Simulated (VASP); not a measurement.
# SiC (Moissanite 6H) (P6_3mc) in VASP: settings compared

The runs below take SiC (Moissanite 6H) through relaxation of cell and atoms, with LDA, PBE.

Program: VASP 6.6.1. These are calculated values, not measurements. Logs are shortened: lines on timing, memory, paths and dates and some standing lists are left out, and cuts for length are marked.

**1. The structure**

It takes space group P6_3mc (No. 186, hexagonal). The conventional cell has a = 3.061 Å, b = 3.061 Å, c = 15.019 Å, α = 90.00°, β = 90.00°, γ = 120.00°. Si (site symmetry 3m) has 4 C at 1.88 Å as nearest neighbours. Si (site symmetry 3m) is surrounded by 4 C at 1.87 to 1.88 Å. Around Si (site symmetry 3m) lie 4 C at 1.87 to 1.88 Å. C (site symmetry 3m) is surrounded by 4 Si at 1.87 to 1.88 Å. Around C (site symmetry 3m) lie 4 Si at 1.88 Å. C (site symmetry 3m) has 4 Si at 1.87 to 1.88 Å as nearest neighbours.

**2. Relaxation of cell and atoms, LDA**

The input, INCAR:

```
  PREC = Accurate
  ENCUT = 600
  EDIFF = 1E-7
  ISMEAR = 0
  SIGMA = 0.03
  LREAL = F
  LASPH = T
  NELM = 80
  ALGO = Normal
  ISIF = 3
  LWAVE = F
  LCHARG = F
  GGA = CA
  IBRION = 2
  NSW = 90
  EDIFFG = -0.005
  KPAR = 4
```

The input, KPOINTS:

```
Automatic mesh
0
Gamma
  12 12 2
```

The input, POSCAR:

```
SiC                                     
1.0
    3.0605283528     -0.0000000000     -0.0000000000
   -1.5302641764      2.6504953025      0.0000000000
    0.0000000000      0.0000000000     15.0190461802
  Si              C             
     6     6
Direct
     0.0000000000000000    0.0000000000000000    0.1250493623180255
     1.0000000000000000    0.0000000000000000    0.6250493623180254
     0.3333333332999970    0.6666666667000030    0.2918301569245969
     0.6666666667000030    0.3333333332999970    0.7918301569245969
     0.3333333332999970    0.6666666667000030    0.9583045729403558
     0.6666666667000030    0.3333333332999970    0.4583045729403558
     1.0000000000000000    1.0000000000000000    0.9996689421541601
     1.0000000000000000    0.0000000000000000    0.4996689421541601
     0.3333333332999970    0.6666666667000030    0.1668305954451915
     0.6666666667000030    0.3333333332999970    0.6668305954451916
     0.3333333332999970    0.6666666667000030    0.8333163702176704
     0.6666666667000030    0.3333333332999970    0.3333163702176702
```

Potentials or basis: VASP PAW LDA potentials, release 64 (Si, C).

Command:

```sh
$ cat potpaw_LDA.64/Si/POTCAR potpaw_LDA.64/C/POTCAR > POTCAR
$ mpirun -np 4 vasp_std > vasp.out
```

OUTCAR:

```text
PREC = Accurate
   ENCUT = 600
   EDIFF = 1E-7
   ISMEAR = 0
   LREAL = F
   LASPH = T
   NELM = 80
   ISIF = 3
   GGA = CA
   IBRION = 2
   NSW = 90
   EDIFFG = -0.005

 ion  position               nearest neighbor table
   1  0.000  0.000  0.125-   9 1.88   9 1.88   9 1.88   7 1.88   5 3.06   5 3.06   5 3.06   3 3.07
                             3 3.07   3 3.07
   2  0.000  0.000  0.625-  10 1.88  10 1.88  10 1.88   8 1.88   6 3.06   6 3.06   6 3.06   4 3.07
                             4 3.07   4 3.07
   3  0.333  0.667  0.292-  12 1.87  12 1.87  12 1.87   9 1.88   6 3.06   6 3.06   6 3.06   1 3.07
                             1 3.07   1 3.07
   4  0.667  0.333  0.792-  11 1.87  11 1.87  11 1.87  10 1.88   5 3.06   5 3.06   5 3.06   2 3.07
                             2 3.07   2 3.07
   5  0.333  0.667  0.958-   7 1.87   7 1.87   7 1.87  11 1.88   4 3.06   4 3.06   4 3.06   1 3.06
                             1 3.06   1 3.06
   6  0.667  0.333  0.458-   8 1.87   8 1.87   8 1.87  12 1.88   3 3.06   3 3.06   3 3.06   2 3.06
                             2 3.06   2 3.06
   7  0.000  0.000  1.000-   5 1.87   5 1.87   5 1.87   1 1.88
   8  0.000  0.000  0.500-   6 1.87   6 1.87   6 1.87   2 1.88
   9  0.333  0.667  0.167-   1 1.88   1 1.88   1 1.88   3 1.88
  10  0.667  0.333  0.667-   2 1.88   2 1.88   2 1.88   4 1.88
  11  0.333  0.667  0.833-   4 1.87   4 1.87   4 1.87   5 1.88
  12  0.667  0.333  0.333-   3 1.87   3 1.87   3 1.87   6 1.88

  LATTYP: Found a hexagonal cell.
 ALAT       =     3.0605283528
 C/A-ratio  =     4.9073377041

  Lattice vectors:

 A1 = (   3.0605283528,   0.0000000000,   0.0000000000)
 A2 = (  -1.5302641764,   2.6504953025,   0.0000000000)
 A3 = (   0.0000000000,   0.0000000000,  15.0190461802)

Analysis of symmetry for initial positions (statically):
=====================================================================
 Subroutine PRICEL returns:
 Original cell was already a primitive cell.

 Routine SETGRP: Setting up the symmetry group for a
 hexagonal supercell.

 Subroutine GETGRP returns: Found 12 space group operations
 (whereof  6 operations were pure point group operations)
 out of a pool of 24 trial point group operations.

The static configuration has the point symmetry C_3v.
 The point group associated with its full space group is C_6v.

Analysis of symmetry for dynamics (positions and initial velocities):
=====================================================================
 Subroutine PRICEL returns:
 Original cell was already a primitive cell.

 Routine SETGRP: Setting up the symmetry group for a
 hexagonal supercell.

 Subroutine GETGRP returns: Found 12 space group operations
 (whereof  6 operations were pure point group operations)
[... 132 lines left out ...]
   TEBEG  =    0.0;   TEEND  =   0.0 temperature during run
   PSTRESS=    0.0 pullay stress
   NELECT =      48.0000    total number of electrons
   NUPDOWN=      -1.0000    fix difference up-down
   EMIN   =  10.00;   EMAX   =-10.00  energy-range for DOS
   EFERMI =   0.00;   METHOD = LEGACY
   ISMEAR =     0;   SIGMA  =   0.03  broadening in eV -4-tet -1-fermi 0-gaus
   EFERMI_NEDOS =   21; number of points for ismear=-14 and -15
   IALGO  =     38    algorithm
   IMIX   =      4    mixing-type and parameters
     AMIX     =   0.40;   BMIX     =  1.00
     AMIX_MAG =   1.60;   BMIX_MAG =  1.00
  volume/ion in A,a.u.               =      10.15        68.51
  Fermi-wavevector in a.u.,A,eV,Ry     =   1.200144  2.267943 19.597088  1.440345
  Thomas-Fermi vector in A             =   2.335988
   LORBIT       =      0    0 simple, 1 ext, 2 COOP (PROOUT), +10 PAW based schemes
   GGA     = CA    functional components
   LHFCALC =     F    Hartree Fock is set to
   AEXX    =    0.0000 exact exchange contribution
   IVDW    =     0    specifies the selected vdW correction
   LEPSILON=     F    determine dielectric tensor
   LRPA    =     F    only Hartree local field effects (RPA)
 conjugate gradient relaxation of ions
 non-spin polarized calculation
 Gauss-broadening in eV      SIGMA  =   0.03
  energy-cutoff  :      600.00
  volume of cell :      121.83
 maximum number of plane-waves:      4104
   NGX = 13   NGY = 13   NGZ = 59

--------------------------------------- Ionic step        1  -------------------------------------------

 number of electron      47.9999999 magnetization

 Free energy of the ion-electron system (eV)
  ---------------------------------------------------
  ext. energy  EPLUGINS =         0.00000000
  ---------------------------------------------------
  free energy    TOTEN  =       -99.88209622 eV

  energy without entropy =      -99.88209622  energy(sigma->0) =      -99.88209622

------------------------ aborting loop because EDIFF is reached ----------------------------------------

  FORCE on cell =-STRESS in cart. coord.  units (eV):
  Direction    XX          YY          ZZ          XY          YZ          ZX
  --------------------------------------------------------------------------------------
  -------------------------------------------------------------------------------------
  Total       -0.0313500     -0.0313500     -0.0982222      0.0000000     -0.0000000      0.0000000
  in kB       -0.4122705     -0.4122705     -1.2916788      0.0000000     -0.0000000      0.0000000
  external PRESSURE =      -0.7054066 kB  Pullay stress =       0.0000000 kB
[... 79 lines left out ...]
--------------------------------------- Ionic step        3  -------------------------------------------

 number of electron      47.9999999 magnetization

 Free energy of the ion-electron system (eV)
  ---------------------------------------------------
  ext. energy  EPLUGINS =         0.00000000
  ---------------------------------------------------
  free energy    TOTEN  =       -99.88211039 eV

  energy without entropy =      -99.88211039  energy(sigma->0) =      -99.88211039

 E-fermi :   8.5166     XC(G=0): -11.6362

 val. band max:        8.3258667410   @ k =   0.0000   0.0000   0.0000
 cond. band min:      10.2921167429   @ k =   0.5000   0.0000   0.0000
 fundamental gap:      1.9662500019
 Fermi energy:         8.5166259574

 k-point     1 :       0.0000    0.0000    0.0000
  band No.  band energies     occupation
      1      -7.1928      2.00000
      2      -6.6609      2.00000
      3      -6.6258      2.00000
      4      -5.0945      2.00000
      5      -5.0659      2.00000
      6      -3.5027      2.00000
[... 805 lines left out ...]
     30      13.6234      0.00000
     31      14.4616      0.00000

 [... further k-points ...]
[... 5 lines left out ...]
  --------------------------------------------------------------------------------------
  -------------------------------------------------------------------------------------
  Total       -0.0043173     -0.0043173      0.0004065      0.0000000      0.0000000      0.0000000
  in kB       -0.0567919     -0.0567919      0.0053467      0.0000000      0.0000000      0.0000000
  external PRESSURE =      -0.0360790 kB  Pullay stress =       0.0000000 kB
[... 27 lines left out ...]
  FREE ENERGIE OF THE ION-ELECTRON SYSTEM (eV)
  ---------------------------------------------------
  free  energy   TOTEN  =       -99.8821103879 eV

  energy  without entropy=      -99.8821103879  energy(sigma->0) =      -99.88211039

 reached required accuracy - stopping structural energy minimisation
```

OSZICAR:

```text
N       E                     dE             d eps       ncg     rms          rms(c)
DAV:   1     0.148684254536E+03    0.14868E+03   -0.24248E+04  2356   0.157E+03
DAV:   2    -0.989264750309E+02   -0.24761E+03   -0.23552E+03  3146   0.240E+02
DAV:   3    -0.112168461957E+03   -0.13242E+02   -0.13151E+02  2888   0.571E+01
DAV:   4    -0.112420931326E+03   -0.25247E+00   -0.25188E+00  2896   0.897E+00
[... 19 lines left out ...]
DAV:   1    -0.998821177666E+02   -0.27147E-04   -0.77322E-04  2678   0.158E-01    0.193E-02
DAV:   2    -0.998821130380E+02    0.47286E-05   -0.26817E-05  2861   0.284E-02    0.104E-02
DAV:   3    -0.998821105276E+02    0.25104E-05   -0.55494E-06  2883   0.122E-02    0.255E-03
DAV:   4    -0.998821104051E+02    0.12249E-06   -0.83759E-07  2852   0.452E-03    0.101E-03
DAV:   5    -0.998821103879E+02    0.17213E-07   -0.45664E-08  1640   0.120E-03
   3 F= -.99882110E+02 E0= -.99882110E+02  d E =-.141641E-04
```

It took 57 s on 4 MPI ranks of Intel Xeon Platinum 8488C (Sapphire Rapids), shared host; peak memory 0.27 GiB.

Results:

```yaml
Free_energy: -99.8821 eV
Relaxed_volume: 10.15 Å³/atom
Relaxed_cell: a = 3.060 Å, b = 3.060 Å, c = 15.016 Å, α = 90.00°, β = 90.00°, γ = 120.00°
Space_group_after_relaxing_to_0.05_Å: P6_3mc (No. 186)
Energy_gained_by_relaxing: 0.0 meV/atom
Ionic_steps: 3
Pressure_after_relaxing: 0.0 GPa
Band_gap_on_the_k_mesh: 1.97 eV, indirect (least direct gap 3.07 eV)
```

Final structure:
```
Si C
1.0
     3.06035    0.00000    0.00000
    -1.53018    2.65034    0.00000
     0.00000    0.00000   15.01632
Si C
6 6
Direct
  0.00000 0.00000 0.12504
  0.00000 0.00000 0.62504
  0.33333 0.66667 0.29182
  0.66667 0.33333 0.79182
  0.33333 0.66667 0.95830
  0.66667 0.33333 0.45830
  0.00000 0.00000 0.99968
  0.00000 0.00000 0.49968
  0.33333 0.66667 0.16683
  0.66667 0.33333 0.66683
  0.33333 0.66667 0.83332
  0.66667 0.33333 0.33332
```

**3. Relaxation of cell and atoms, PBE**

This run uses another cell than the first one, of 10.49 Å³/atom, 1.033 times its volume.

The input, INCAR:

```
SYSTEM = SiC
ALGO = Normal
EDIFF = 1E-6
EDIFFG = -0.01
ENCUT = 600
GGA = PE
IBRION = 2
ISIF = 3
ISMEAR = 0
KPAR = 4
LASPH = .TRUE.
LCHARG = .FALSE.
LREAL = .FALSE.
LWAVE = .FALSE.
NELM = 80
NSW = 90
PREC = Accurate
SIGMA = 0.03
```

The input, KPOINTS:

```
k-points
0
G
  12 12 2
  0 0 0
```

The input, POSCAR:

```
SiC
1.0
    3.0950000000      0.0000000000      0.0000000000
   -1.5475000000      2.6803486247      0.0000000000
    0.0000000000      0.0000000000     15.1700000000
Si C
6 6
Direct
    0.0000000000      0.0000000000      0.1250000000
    0.0000000000      0.0000000000      0.6250000000
    0.3333333333      0.6666666667      0.2917000000
    0.6666666667      0.3333333333      0.7917000000
    0.3333333333      0.6666666667      0.9583000000
    0.6666666667      0.3333333333      0.4583000000
    0.0000000000      0.0000000000      0.0000000000
    0.0000000000      0.0000000000      0.5000000000
    0.3333333333      0.6666666667      0.1667000000
    0.6666666667      0.3333333333      0.6667000000
    0.3333333333      0.6666666667      0.8333000000
    0.6666666667      0.3333333333      0.3333000000
```

Potentials or basis: VASP PAW PBE potentials, release 64 (Si, C).

Command:

```sh
$ cat potpaw_PBE.64/Si/POTCAR potpaw_PBE.64/C/POTCAR > POTCAR
$ mpirun -np 4 vasp_std > vasp.out
```

Wall time 3 min (4 MPI ranks of Intel Xeon Platinum 8375C at 2.90GHz (Ice Lake), shared host); peak memory 0.38 GiB.

It converged, with:

* Free energy: -90.3819 eV
* Relaxed volume: 10.49 Å³/atom
* Relaxed cell: a = 3.094 Å, b = 3.094 Å, c = 15.182 Å, α = 90.00°, β = 90.00°, γ = 120.00°
* Space group after relaxing (to 0.05 Å): P6_3mc (No. 186)
* Energy gained by relaxing: 0.1 meV/atom
* Ionic steps: 4
* Pressure after relaxing: 0.0 GPa
* Largest force after relaxing: 0.004 eV/Å
* Band gap on the k mesh: 2.03 eV, indirect (least direct gap 3.13 eV)

Forces on the atoms (eV/Å):
```
Si   0.000  0.000 -0.001
Si   0.000  0.000 -0.001
Si   0.000  0.000  0.004
Si   0.000  0.000  0.004
Si   0.000  0.000 -0.003
Si   0.000  0.000 -0.003
C    0.000  0.000  0.001
C    0.000  0.000  0.001
C    0.000  0.000 -0.001
C    0.000  0.000 -0.001
C    0.000  0.000 -0.001
C    0.000  0.000 -0.001
```

The path:
```tsv
step	energy change (eV)	largest force (eV/Å)	pressure (GPa)	volume (Å³)
1	0.0000	0.1415	0.05	125.85
2	-0.0001	0.1101	-0.04	125.90
3	-0.0009	0.0299	0.00	125.87
4	-0.0010	0.0045	-0.01	125.88
```

Final structure:
```
CELL_PARAMETERS angstrom
3.09411 0.00000 0.00000
-1.54706 2.67958 0.00000
0.00000 0.00000 15.18242
ATOMIC_POSITIONS crystal
Si 0.00000 0.00000 0.12504
Si 0.00000 0.00000 0.62504
Si 0.33333 0.66667 0.29181
Si 0.66667 0.33333 0.79181
Si 0.33333 0.66667 0.95831
Si 0.66667 0.33333 0.45831
C 0.00000 0.00000 0.99969
C 0.00000 0.00000 0.49969
C 0.33333 0.66667 0.16683
C 0.66667 0.33333 0.66683
C 0.33333 0.66667 0.83331
C 0.66667 0.33333 0.33331
```

Levels at points of the mesh, in eV from the valence-band top:
```
           k point  band 22  band 23  band 24  band 25  band 26  band 27
(0.00, 0.00, 0.00)    -0.04     0.00     0.00     5.06     5.23     5.64
(0.50, 0.00, 0.00)    -1.77    -1.65    -1.10     2.03     2.21     3.19
(0.00, 0.00, 0.50)    -0.10    -0.10    -0.10     5.13     5.13     5.87
(0.50, 0.00, 0.50)    -1.70    -1.30    -1.30     2.07     2.07     3.41
```

A k mesh can miss the band edges. A hybrid or GW would open this gap; PBE tends to underestimate it.

(Part 1 of 3 ends here.)
